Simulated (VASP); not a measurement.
# GaP (F-43m) in VASP: notebook, part 2 of 2

VASP 6.6.1.

## Step 4: Band structure, PBE

Contents of INCAR:

```
ALGO = Fast
EDIFF = 1E-6
ENCUT = 520
GGA = PE
ISIF = 2
ISMEAR = 0
KPAR = 8
LASPH = True
LCHARG = False
LREAL = False
LWAVE = False
NBANDS = 16
NELM = 80
PREC = Accurate
SIGMA = 0.03
```

Contents of KPOINTS:

```
k-points
0
Gamma
  8 8 8
```

Contents of POSCAR:

```
GaP                                     
1.0
    0.0000000000      2.7184163019      2.7184163019
    2.7184163019      0.0000000000      2.7184163019
    2.7184163019      2.7184163019      0.0000000000
  Ga              P             
     1     1
Direct
     0.0000000000000000    0.0000000000000000    0.0000000000000000
     0.2500000000000000    0.2500000000000000    0.2500000000000000
```

Contents of KPOINTS_OPT:

```
explicit points
6
Reciprocal
 0.0000000000  0.0000000000  0.0000000000 1
 0.3750000000  0.3750000000  0.7500000000 1
 0.5000000000  0.5000000000  0.5000000000 1
 0.6250000000  0.2500000000  0.6250000000 1
 0.5000000000  0.2500000000  0.7500000000 1
 0.5000000000  0.0000000000  0.5000000000 1
```

Potentials or basis: VASP PAW PBE potentials, release 64 (Ga_d, P).

Started as:

```bash
$ cat potpaw_PBE.64/Ga_d/POTCAR potpaw_PBE.64/P/POTCAR > POTCAR
$ mpirun -np 8 vasp_std > vasp.out
```

OUTCAR:

```text
EDIFF = 1E-6
   ENCUT = 520
   GGA = PE
   ISIF = 2
   ISMEAR = 0
   LASPH = True
   LREAL = False
   NELM = 80
   PREC = Accurate

 ion  position               nearest neighbor table
   1  0.000  0.000  0.000-   2 2.35   2 2.35   2 2.35   2 2.35
   2  0.250  0.250  0.250-   1 2.35   1 2.35   1 2.35   1 2.35

  LATTYP: Found a face centered cubic cell.
 ALAT       =     5.4368326038

  Lattice vectors:

 A1 = (   0.0000000000,   2.7184163019,   2.7184163019)
 A2 = (   2.7184163019,   0.0000000000,   2.7184163019)
 A3 = (   2.7184163019,   2.7184163019,   0.0000000000)

Analysis of symmetry for initial positions (statically):
=====================================================================
 Subroutine PRICEL returns:
 Original cell was already a primitive cell.

 Routine SETGRP: Setting up the symmetry group for a
 face centered cubic supercell.

 Subroutine GETGRP returns: Found 24 space group operations
 (whereof 24 operations were pure point group operations)
 out of a pool of 48 trial point group operations.

The static configuration has the point symmetry T_d .

Analysis of symmetry for dynamics (positions and initial velocities):
=====================================================================
 Subroutine PRICEL returns:
 Original cell was already a primitive cell.

 Routine SETGRP: Setting up the symmetry group for a
 face centered cubic supercell.

 Subroutine GETGRP returns: Found 24 space group operations
 (whereof 24 operations were pure point group operations)
 out of a pool of 48 trial point group operations.

The dynamic configuration has the point symmetry T_d .

 Subroutine INISYM returns: Found 24 space group operations
 (whereof 24 operations are pure point group operations),
 and found     1 'primitive' translations

----------------------------------------------------------------------------------------

                                     Primitive cell

  volume of cell :      40.1770

  direct lattice vectors                    reciprocal lattice vectors
     0.000000000  2.718416302  2.718416302    -0.183930622  0.183930622  0.183930622
     2.718416302  0.000000000  2.718416302     0.183930622 -0.183930622  0.183930622
     2.718416302  2.718416302  0.000000000     0.183930622  0.183930622 -0.183930622

  length of vectors
     3.844421202  3.844421202  3.844421202     0.318577182  0.318577182  0.318577182

  position of ions in fractional coordinates (direct lattice)
     0.000000000  0.000000000  0.000000000
     0.250000000  0.250000000  0.250000000

  ion indices of the primitive-cell ions
   primitive index   ion index
                 1           1
                 2           2

----------------------------------------------------------------------------------------

 KPOINTS: k-points

Automatic generation of k-mesh.
 Grid dimensions read from file:
 generate k-points for:    8    8    8

 Generating k-lattice:

  Cartesian coordinates                     Fractional coordinates (reciprocal lattice)
    -0.022991328  0.022991328  0.022991328     0.125000000  0.000000000  0.000000000
     0.022991328 -0.022991328  0.022991328     0.000000000  0.125000000  0.000000000
     0.022991328  0.022991328 -0.022991328     0.000000000  0.000000000  0.125000000

  Length of vectors
     0.039822148  0.039822148  0.039822148

  Shift w.r.t. Gamma in fractional coordinates (k-lattice)
     0.000000000  0.000000000  0.000000000

 Subroutine IBZKPT returns following result:
 ===========================================

 Found     29 irreducible k-points:

 Following reciprocal coordinates:
            Coordinates               Weight
  0.000000  0.000000  0.000000      1.000000
  0.125000  0.000000  0.000000      8.000000
  0.250000  0.000000  0.000000      8.000000
  0.375000  0.000000  0.000000      8.000000
  0.500000  0.000000  0.000000      4.000000
  0.125000  0.125000  0.000000      6.000000
[... 16 lines left out ...]
  0.500000  0.250000  0.125000     48.000000
 -0.375000  0.250000  0.125000     24.000000
 [... further k-points ...]
   k-points           NKPTS =     29   k-points in BZ     NKDIM =     29   number of bands    NBANDS=     16
   number of dos      NEDOS =    301   number of ions     NIONS =      2
   total plane-waves  NPLWV =  27000
   dimension x,y,z NGX =    30 NGY =   30 NGZ =   30
   dimension x,y,z NGXF=    60 NGYF=   60 NGZF=   60
   ions per type =               1   1
   NGX,Y,Z   is equivalent  to a cutoff of  12.97, 12.97, 12.97 a.u.
   NGXF,Y,Z  is equivalent  to a cutoff of  25.95, 25.95, 25.95 a.u.
 SYSTEM =  unknown system
   PREC   = accura    normal or accurate (medium, high low for compatibility)
   ISTART =      0    job   : 0-new  1-cont  2-samecut
   ICHARG =      2    charge: 1-file 2-atom 10-const
   ISPIN  =      1    spin polarized calculation?
   LNONCOLLINEAR =      F non collinear calculations
   LSORBIT =      F    spin-orbit coupling
   LASPH  =      T    aspherical Exc in radial PAW
   ENCUT  =  520.0 eV  38.22 Ry    6.18 a.u.   7.15  7.15  7.15*2*pi/ulx,y,z
   NELM   =     80;   NELMIN=  2; NELMDL= -5     # of ELM steps
   EDIFF  = 0.1E-05   stopping-criterion for ELM
   LREAL  =      F    real-space projection
   EDIFFG = 0.1E-04   stopping-criterion for IOM
   NSW    =      0    number of steps for IOM
   IBRION =     -1    ionic relax: 0-MD 1-quasi-New 2-CG
   NFREE  =      0    steps in history (QN), initial steepest desc. (CG)
   ISIF   =      2    stress and relaxation
   ISYM   =      2    0-nonsym 1-usesym 2-fastsym
   POTIM  = 0.5000    time-step for ionic-motion
   TEBEG  =    0.0;   TEEND  =   0.0 temperature during run
   PSTRESS=    0.0 pullay stress
   NELECT =      18.0000    total number of electrons
   NUPDOWN=      -1.0000    fix difference up-down
   EMIN   =  10.00;   EMAX   =-10.00  energy-range for DOS
   EFERMI =   0.00;   METHOD = LEGACY
   ISMEAR =     0;   SIGMA  =   0.03  broadening in eV -4-tet -1-fermi 0-gaus
   EFERMI_NEDOS =   21; number of points for ismear=-14 and -15
   IALGO  =     68    algorithm
   IMIX   =      4    mixing-type and parameters
     AMIX     =   0.40;   BMIX     =  1.00
     AMIX_MAG =   1.60;   BMIX_MAG =  1.00
  volume/ion in A,a.u.               =      20.09       135.56
  Fermi-wavevector in a.u.,A,eV,Ry     =   1.252679  2.367220 21.350316  1.569204
  Thomas-Fermi vector in A             =   2.386568
   LORBIT       =      0    0 simple, 1 ext, 2 COOP (PROOUT), +10 PAW based schemes
   GGA     = PE    functional components
   LHFCALC =     F    Hartree Fock is set to
   AEXX    =    0.0000 exact exchange contribution
   IVDW    =     0    specifies the selected vdW correction
   LEPSILON=     F    determine dielectric tensor
   LRPA    =     F    only Hartree local field effects (RPA)
 non-spin polarized calculation
 RMM-DIIS sequential band-by-band and
 Gauss-broadening in eV      SIGMA  =   0.03
  energy-cutoff  :      520.00
  volume of cell :       40.18
 maximum number of plane-waves:      1106
 NGX is ok and might be reduce to    30
   NGX = 15   NGY = 15   NGZ = 15

 number of electron      17.9999987 magnetization

 Free energy of the ion-electron system (eV)
  ---------------------------------------------------
  ext. energy  EPLUGINS =         0.00000000
  ---------------------------------------------------
  free energy    TOTEN  =        -9.11077290 eV

  energy without entropy =       -9.11077290  energy(sigma->0) =       -9.11077290

 E-fermi :   4.8999     XC(G=0):  -9.8670

 val. band max:        4.7300413767   @ k =   0.0000   0.0000   0.0000
 cond. band min:       6.3597135866   @ k =   0.3750   0.3750   0.0000
 fundamental gap:      1.6296722099
 Fermi energy:         4.8999291419

 k-point     1 :       0.0000    0.0000    0.0000
  band No.  band energies     occupation
      1      -9.8344      2.00000
      2      -9.8344      2.00000
      3      -9.8344      2.00000
      4      -9.7324      2.00000
      5      -9.7324      2.00000
      6      -7.8187      2.00000
[... 8 lines left out ...]
     15      14.5275      0.00000
     16      14.5275      0.00000
[... 419 lines left out ...]
 k-point    24 :      -0.3750    0.2500    0.1250
  band No.  band energies     occupation
      1      -9.9251      2.00000
      2      -9.8028      2.00000
      3      -9.7904      2.00000
      4      -9.7377      2.00000
      5      -9.7249      2.00000
      6      -5.3175      2.00000
[... 8 lines left out ...]
     15      16.7640      0.00000
     16      17.2916      0.00000

 [... further k-points ...]
[... 5 lines left out ...]
  --------------------------------------------------------------------------------------
  -------------------------------------------------------------------------------------
  Total        0.7874843      0.7874843      0.7874843     -0.0000000     -0.0000000      0.0000000
  in kB       31.4032491     31.4032491     31.4032491     -0.0000000     -0.0000000      0.0000000
  external PRESSURE =      31.4032491 kB  Pullay stress =       0.0000000 kB

 VOLUME and BASIS-vectors are now :
 -----------------------------------------------------------------------------
  energy-cutoff  :      520.00
  volume of cell :       40.18
      direct lattice vectors                 reciprocal lattice vectors
     0.000000000  2.718416302  2.718416302    -0.183930622  0.183930622  0.183930622
     2.718416302  0.000000000  2.718416302     0.183930622 -0.183930622  0.183930622
     2.718416302  2.718416302  0.000000000     0.183930622  0.183930622 -0.183930622

 POSITION                                       TOTAL-FORCE (eV/Angst)
 -----------------------------------------------------------------------------------
      0.00000      0.00000      0.00000         0.000000      0.000000     -0.000000
      1.35921      1.35921      1.35921        -0.000000     -0.000000      0.000000
 -----------------------------------------------------------------------------------
    total drift:                                0.000001      0.000001      0.000001

  FREE ENERGIE OF THE ION-ELECTRON SYSTEM (eV)
  ---------------------------------------------------
  free  energy   TOTEN  =        -9.1107728983 eV

  energy  without entropy=       -9.1107728983  energy(sigma->0) =       -9.11077290
```

Wall time 12 s (8 MPI ranks of Intel Xeon Platinum 8259CL at 2.50GHz (Skylake/Cascade Lake), shared host); peak memory 0.18 GiB.

What came out:

| Quantity | Value |
| --- | --- |
| Free energy | -9.1108 eV |
| Pressure | 3.1 GPa |
| Band gap on the k mesh | 1.63 eV, indirect (least direct gap 1.89 eV) |
| Band gap along the path | 1.64 eV, indirect (least direct gap 1.89 eV) |

## Step 5: Band structure, HSE06

POSCAR is that of step 4.

Contents of INCAR.step1:

```
ALGO = Normal
EDIFF = 1E-5
ENCUT = 520
GGA = PE
ISIF = 2
ISMEAR = 0
KPAR = 8
LASPH = True
LCHARG = False
LREAL = False
LWAVE = True
NBANDS = 16
NELM = 80
PREC = Accurate
SIGMA = 0.03
```

Contents of INCAR.step2:

```
ALGO = Normal
EDIFF = 1E-6
ENCUT = 520
GGA = PE
HFSCREEN = 0.2
ISIF = 2
ISMEAR = 0
ISTART = 1
KPAR = 8
LASPH = True
LCHARG = False
LHFCALC = True
LREAL = False
LWAVE = False
NBANDS = 16
NELM = 80
PREC = Accurate
PRECFOCK = Fast
SIGMA = 0.03
```

KPOINTS is that of step 4.

KPOINTS_OPT is that of step 4.

Started as:

```bash
$ cat potpaw_PBE.64/Ga_d/POTCAR potpaw_PBE.64/P/POTCAR > POTCAR
$ cp INCAR.step1 INCAR
$ mpirun -np 8 vasp_std > vasp.out
$ cp INCAR.step2 INCAR
$ mpirun -np 8 vasp_std > vasp.out
```

Wall time 27 min (8 MPI ranks of Intel Xeon Platinum 8259CL at 2.50GHz (Skylake/Cascade Lake), shared host); peak memory 0.37 GiB.

The run converged. Its results:

```
Free energy             : -10.8190 eV
Pressure                : 1.2 GPa
Band gap on the k mesh  : 2.29 eV, indirect (least direct gap 2.87 eV)
Band gap along the path : 2.29 eV, indirect (least direct gap 2.87 eV)
```

Levels at points of the mesh, in eV from the valence-band top:
| k point | band 7 | band 8 | band 9 | band 10 | band 11 | band 12 |
| --- | --- | --- | --- | --- | --- | --- |
| (0.00, 0.00, 0.00) | 0.00 | 0.00 | 0.00 | 2.87 | 4.79 | 4.79 |
| (0.50, 0.00, 0.00) | -7.29 | -1.23 | -1.23 | 2.55 | 5.64 | 5.64 |
| (0.50, 0.50, 0.00) | -7.38 | -2.96 | -2.96 | 2.29 | 2.57 | 12.14 |

Caveat: the PAW data sets were made with another functional, which shifts forces and pressure a little.

## Step 6: Band structure, PBE0

POSCAR is that of step 5.

INCAR.step1 is that of step 5.

Changes to INCAR.step2 since step 5:

```diff
@@ -1 +1,2 @@
+AEXX = 0.25
 ALGO = Normal
@@ -4,3 +5,3 @@
 GGA = PE
-HFSCREEN = 0.2
+HFRCUT = -1
 ISIF = 2
```

KPOINTS is that of step 5.

KPOINTS_OPT is that of step 5.

Potentials or basis: VASP PAW PBE potentials, release 64 (Ga_d, P).

Started as:

```bash
$ cat potpaw_PBE.64/Ga_d/POTCAR potpaw_PBE.64/P/POTCAR > POTCAR
$ cp INCAR.step1 INCAR
$ mpirun -np 8 vasp_std > vasp.out
$ cp INCAR.step2 INCAR
$ mpirun -np 8 vasp_std > vasp.out
```

It took 26 min on 8 MPI ranks of Intel Xeon Platinum 8259CL at 2.50GHz (Skylake/Cascade Lake), shared host; peak memory 0.28 GiB.

Results (log left out):

```
Free energy             : -11.6783 eV
Pressure                : 1.0 GPa
Band gap on the k mesh  : 2.94 eV, indirect (least direct gap 3.49 eV)
Band gap along the path : 2.94 eV, indirect (least direct gap 3.49 eV)
```

Levels at points of the mesh, in eV from the valence-band top:
| k point | band 5 | band 6 | band 7 | band 8 | band 9 | band 10 | band 11 | band 12 | band 13 | band 14 |
| --- | --- | --- | --- | --- | --- | --- | --- | --- | --- | --- |
| (0.00, 0.00, 0.00) | -17.04 | -13.95 | 0.00 | 0.00 | 0.00 | 3.49 | 5.45 | 5.45 | 5.45 | 10.58 |
| (0.50, 0.00, 0.00) | -17.03 | -11.69 | -7.39 | -1.24 | -1.24 | 3.18 | 6.31 | 6.31 | 9.96 | 12.92 |
| (0.50, 0.50, 0.00) | -17.02 | -10.70 | -7.47 | -3.00 | -3.00 | 2.94 | 3.22 | 12.85 | 12.85 | 13.37 |

Caveat: the PAW data sets were made with another functional, which shifts forces and pressure a little.

## Step 7: The runs side by side

```csv
task,level,potentials or basis,cell,k mesh,cutoff (eV),smearing,GW scheme,GW iterations,cutoff of the response function,frequency points,empty bands,mesh quality,gap on the mesh (eV),pressure (GPa)
evGW0 quasiparticle levels,PBE,"VASP PAW PBE potentials, release 64 (Ga_d_GW, P_GW)","F-43m, 20.09 Å³/atom",4 × 4 × 4,500,gaussian 0.01 eV,evGW0,4,150,48,151,coarse,-,-
elastic constants,PBE,"VASP PAW PBE potentials, release 64 (Ga_d, P)","F-43m, 20.86 Å³/atom",8 × 8 × 8,600,gaussian 0.03 eV,-,-,-,-,-,not flagged,-,-
band structure,PBE,"VASP PAW PBE potentials, release 64 (Ga_d, P)","F-43m, 20.09 Å³/atom",8 × 8 × 8,520,gaussian 0.03 eV,-,-,-,-,-,not flagged,1.63,3.1
band structure,HSE06,"VASP PAW PBE potentials, release 64 (Ga_d, P)","F-43m, 20.09 Å³/atom",8 × 8 × 8,520,gaussian 0.03 eV,-,-,-,-,-,not flagged,2.29,1.2
band structure,PBE0,"VASP PAW PBE potentials, release 64 (Ga_d, P)","F-43m, 20.09 Å³/atom",8 × 8 × 8,520,gaussian 0.03 eV,-,-,-,-,-,not flagged,2.94,1.0
```

Alike in all rows: no spin polarisation.

Caveats: some runs use coarse meshes; the PAW data sets were made with another functional, which shifts forces and pressure a little (some runs); the cutoff is under 1.25 times the usual one of these potentials, so pressure, stress and relaxed cells hold a basis-set (Pulay) error (some runs); bands, screening cutoff and mesh are small and nothing is extrapolated, so the quasiparticle values aren't converged (some runs).

Absolute energies hang on the potentials; compare differences alone.

## Step 8: How close it comes

Step 4. Against the measured gap of GaP, 2.34 eV (indirect; 10 K; quoted in “Stacking defects in GaP nanowires: Electronic structure and optical properties”, 2018, arxiv:1810.01194), the calculated 1.64 eV is off by -0.70 eV. Spin-orbit coupling on Ga is left out. The value is that of PBE, without temperature or zero-point motion. Semilocal functionals fall short of measured gaps as a rule.

Step 5. A measured gap of GaP is 2.34 eV (indirect; 10 K; quoted in “Stacking defects in GaP nanowires: Electronic structure and optical properties”, 2018, arxiv:1810.01194); the calculated 2.29 eV misses it by -0.05 eV. Spin-orbit coupling on Ga is left out. The value is that of HSE06, without temperature or zero-point motion.

Step 6. A measured gap of GaP is 2.34 eV (indirect; 10 K; quoted in “Stacking defects in GaP nanowires: Electronic structure and optical properties”, 2018, arxiv:1810.01194); the calculated 2.94 eV misses it by +0.60 eV. Spin-orbit coupling on Ga is left out. The value is that of PBE0, without temperature or zero-point motion.
